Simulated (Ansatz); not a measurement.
Crystal: HfO2.

```
CELL_PARAMETERS angstrom
5.11800 0.00000 0.00000
0.00000 5.18570 0.00000
-0.85866 0.00000 5.21387
ATOMIC_POSITIONS crystal
Hf 0.27550 0.46030 0.70800
Hf 0.72450 0.96030 0.79200
Hf 0.72450 0.53970 0.29200
Hf 0.27550 0.03970 0.20800
O 0.07420 0.16840 0.84670
O 0.92580 0.66840 0.65330
O 0.92580 0.83160 0.15330
O 0.07420 0.33160 0.34670
O 0.44870 0.74190 0.98010
O 0.55130 0.24190 0.51990
O 0.55130 0.25810 0.01990
O 0.44870 0.75810 0.48010
```

* Program: Ansatz 0.2.0
* Task: relaxation of cell and atoms
* Functional: PBE
* Dispersion: D3(BJ)
* Potentials or basis: Ansatz PAW
* Cutoff: 420 eV (not typed: the program's choice for these potentials)
* k mesh: 5 × 5 × 5
* Occupations: fermi-dirac, width 0.05 eV
* Spin: no spin polarisation

At the start: volume 11.53 Å³/atom.

Question: How do energy, volume and symmetry change on relaxing?

Answer: It ends after 10 steps and the volume is 11.63 Å³/atom (+0.8 %); space group P2_1/c (No. 14, to 0.05 Å).

Step by step:
```tsv
step	energy change (eV)	largest force (eV/Å)	volume (Å³)
1	0.0000	0.4839	138.38
2	-0.0115	0.2265	139.79
3	-0.0328	0.0669	139.68
4	-0.0339	0.0805	139.57
5	-0.0354	0.0368	139.39
6	-0.0359	0.0333	139.44
7	-0.0358	0.0015	139.49
8	-0.0415	0.0011	139.49
9	-0.0413	0.0008	139.54
10	-0.0414	0.0009	139.54
```

Final structure:
```cif
data_structure
_symmetry_space_group_name_H-M 'P 1'
_symmetry_Int_Tables_number 1
_cell_length_a 5.1261
_cell_length_b 5.2022
_cell_length_c 5.3057
_cell_angle_alpha 90.000
_cell_angle_beta 99.505
_cell_angle_gamma 90.000
_cell_volume 139.54
loop_
_atom_site_label
_atom_site_type_symbol
_atom_site_fract_x
_atom_site_fract_y
_atom_site_fract_z
_atom_site_occupancy
Hf1 Hf 0.27654 0.45756 0.70821 1
Hf2 Hf 0.72346 0.95756 0.79179 1
Hf3 Hf 0.72346 0.54244 0.29179 1
Hf4 Hf 0.27654 0.04244 0.20821 1
O1 O 0.07075 0.16419 0.84188 1
O2 O 0.92925 0.66419 0.65812 1
O3 O 0.92925 0.83581 0.15812 1
O4 O 0.07075 0.33581 0.34188 1
O5 O 0.44711 0.74192 0.97916 1
O6 O 0.55289 0.24192 0.52084 1
O7 O 0.55289 0.25808 0.02084 1
O8 O 0.44711 0.75808 0.47916 1
```

Caveat: the plane-wave basis is chosen anew once the cell has moved, so the energies of steps on either side of that aren't comparable; the pressure holds a Pulay correction of +0.8 GPa for the finite cutoff.
